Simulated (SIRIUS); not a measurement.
Runs of SIRIUS 7.12.0 on Fe. It takes space group Im-3m (No. 229, cubic). Conventional cell: a = 2.886 Å, b = 2.886 Å, c = 2.886 Å, α = 90.00°, β = 90.00°, γ = 90.00°. Fe (site symmetry m-3m) has 8 Fe at 2.50 Å as nearest neighbours. 

| task | level | potentials or basis | cell | cutoff (eV) | smearing | muffin tin radii | basis cutoff (gk_cutoff) | local orbitals (radial functions) | reference energy of the basis | smallest sphere radius times basis cutoff | gap on the mesh (eV) | moment (μB) |
| --- | --- | --- | --- | --- | --- | --- | --- | --- | --- | --- | --- | --- |
| single point | PBE | all-electron FP-LAPW, apw+lo standard | as given | 195 | fermi-dirac 0.03 eV | Fe 2.32 bohr | 3.79 1/bohr | Fe 13 | 0.28 Ha | 8.79 | none | 2.24 |
| single point | PBEsol | all-electron FP-LAPW, apw+lo standard | as given | 205 | fermi-dirac 0.05 eV | Fe 2.27 bohr | 3.88 1/bohr | Fe 13 | 0.29 Ha | 8.81 | none | 2.25 |
| single point | PBE | all-electron FP-LAPW, apw+lo standard | as given | 195 | fermi-dirac 0.1 eV | Fe 2.32 bohr | 3.79 1/bohr | Fe 13 | 0.28 Ha | 8.79 | none | 2.25 |
| single point | PBE | all-electron FP-LAPW, apw+lo standard | as given | 195 | fermi-dirac 0.3 eV | Fe 2.32 bohr | 3.79 1/bohr | Fe 13 | 0.28 Ha | 8.79 | none | 2.18 |
| band structure | rPW86PBE | all-electron FP-LAPW, apw+lo rich | cell stretched | 186 | gaussian 0.02 eV | Fe 2.38 bohr | 3.7 1/bohr | Fe 22 | 0.24 Ha | 8.81 | - | (a) |
| single point | PBE | all-electron FP-LAPW, apw+lo standard | as given | 195 | fermi-dirac 0.01 eV | Fe 2.32 bohr | 3.79 1/bohr | Fe 13 | 0.28 Ha | 8.79 | none | 2.25 |
| single point | PBE | all-electron FP-LAPW, apw+lo standard | as given | 195 | fermi-dirac 0.2 eV | Fe 2.32 bohr | 3.79 1/bohr | Fe 13 | 0.28 Ha | 8.79 | none | 2.26 |
| single point | PBEsol | all-electron FP-LAPW, apw+lo standard | cell strained at random | 208 | fermi-dirac 0.05 eV | Fe 2.25 bohr | 3.91 1/bohr | Fe 13 | 0.3 Ha | 8.8 | none | 2.26 |

Alike in all rows: spin collinear, ferromagnetic start; k mesh 13 × 13 × 13.

Task: Estimate the missing entries.

Result: (a) 2.37.

A gap of «none» marks a metal or a gap under the smearing width.
